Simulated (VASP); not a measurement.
Input of a VASP 6.6.1 run:

INCAR

```
SYSTEM = SnSe
ALGO = Normal
EDIFF = 1E-7
EDIFFG = -0.005
ENCUT = 300
GGA = PE
IBRION = 2
ISIF = 3
ISMEAR = 0
KPAR = 2
LASPH = .TRUE.
LCHARG = .FALSE.
LREAL = .FALSE.
LWAVE = .FALSE.
NELM = 80
NSW = 90
PREC = Accurate
SIGMA = 0.03
```

Contents of KPOINTS:

```
k-points
0
G
  2 4 4
  0 0 0
```

POSCAR

```
SnSe                                    
1.0
   11.9154822137      0.0000000000      0.0000000000
    0.0000000000      4.2434181449      0.0000000000
    0.0000000000      0.0000000000      4.4542746897
  Sn              Se            
     4     4
Direct
     0.1242686149878535    0.2500000000000000    0.0946896339085799
     0.3757313850121466    0.7500000000000000    0.5946896339085801
     0.6242686149878534    0.2500000000000000    0.4053103660914202
     0.8757313850121466    0.7500000000000000    0.9053103660914199
     0.3547539566549635    0.2500000000000000    0.0156309733075610
     0.1452460433450366    0.7500000000000000    0.5156309733075609
     0.8547539566549635    0.2500000000000000    0.4843690266924391
     0.6452460433450365    0.7500000000000000    0.9843690266924391
```

Potentials or basis: VASP PAW PBE potentials, release 64 (Sn, Se).

Run with:

```bash
$ cat potpaw_PBE.64/Sn/POTCAR potpaw_PBE.64/Se/POTCAR > POTCAR
$ mpirun -np 2 vasp_std > vasp.out
```

Problem. What does it give for the relaxed cell?

Solution. a = 11.914 Å, b = 4.244 Å, c = 4.450 Å, α = 90.00°, β = 90.00°, γ = 90.00°.

Problem. Predict the band gap on the k mesh.

Solution. 0.96 eV, indirect (least direct gap 1.17 eV).

Problem. Estimate the relaxed volume.

Solution. 28.13 Å³/atom.

The path:
```csv
step,energy change (eV),largest force (eV/Å),pressure (GPa),volume (Å³)
1,0.0000,0.0083,-0.03,225.22
2,0.0000,0.0108,0.00,225.05
3,0.0000,0.0117,0.01,225.00
4,0.0000,0.0132,0.03,224.89
5,0.0000,0.0122,0.02,224.96
6,-0.0001,0.0114,0.02,224.94
7,-0.0001,0.0099,0.01,224.88
8,-0.0002,0.0122,0.00,224.76
9,-0.0002,0.0112,0.00,224.74
10,-0.0003,0.0100,0.00,224.70
11,-0.0004,0.0117,0.00,224.61
12,-0.0004,0.0128,0.00,224.57
13,-0.0004,0.0115,0.01,224.55
14,-0.0005,0.0080,0.03,224.50
15,-0.0005,0.0066,0.07,224.40
16,-0.0005,0.0065,0.07,224.41
17,-0.0005,0.0061,0.07,224.45
18,-0.0006,0.0055,0.06,224.53
19,-0.0007,0.0048,0.04,224.69
20,-0.0007,0.0077,0.01,225.00
21,-0.0007,0.0062,0.03,224.85
22,-0.0007,0.0047,0.01,224.92
23,-0.0007,0.0041,-0.03,225.10
24,-0.0008,0.0042,-0.02,225.05
25,-0.0008,0.0048,-0.01,225.01
```

Caveat: spin-orbit coupling is left out, which moves the levels of the heavy elements; this functional lacks dispersion, which binds the layers, so the pressure and a relaxed spacing across them are unreliable. A k mesh can miss the band edges.
